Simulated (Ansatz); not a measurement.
LiF in the CsCl-type structure, relaxed with r2SCAN: the symmetry is Pm-3m (No. 221, cubic); a = 2.516 Å in the conventional setting, 7.97 Å³ an atom. Li is surrounded by 8 F at 2.18 Å; F is surrounded by 8 Li at 2.18 Å. One-shot G0W0@PBE in the plane-wave code Ansatz on a 6×6×6 mesh (contour deformation, no spin-orbit coupling), from a PBE gap of 7.935 eV over the mesh points (the G0W0 gap is indirect on the mesh); the number N of bands summed and the screening cutoff rise together. The cell comes from a prototype generator: it can be a known phase or a hypothetical one. Spin polarisation is off.

```csv
N,cutoff (eV),1000/N,G0W0 gap (eV)
30,80,33.333,11.642
64,140,15.625,11.743
```

**Lay a straight line in 1000/N through these rows.** The slope is -0.0057 eV per unit of 1000/N and the intercept 11.832 eV.

**Predict the gap at N = 115 (210 eV).** 11.832 + (-0.0057) × 8.696 = 11.782 eV; the run gives 11.928 eV, +0.146 eV from the line.

**With that run's result added, what limit do the last two rows suggest?** Their slope is (11.928 − 11.743)/(8.696 − 15.625) = -0.0267, which meets 1/N = 0 at 12.16 eV, against 11.832 eV from the first line. The slope steepens, so 1/N isn't yet asymptotic and the true limit probably lies higher still; the k mesh isn't extrapolated.
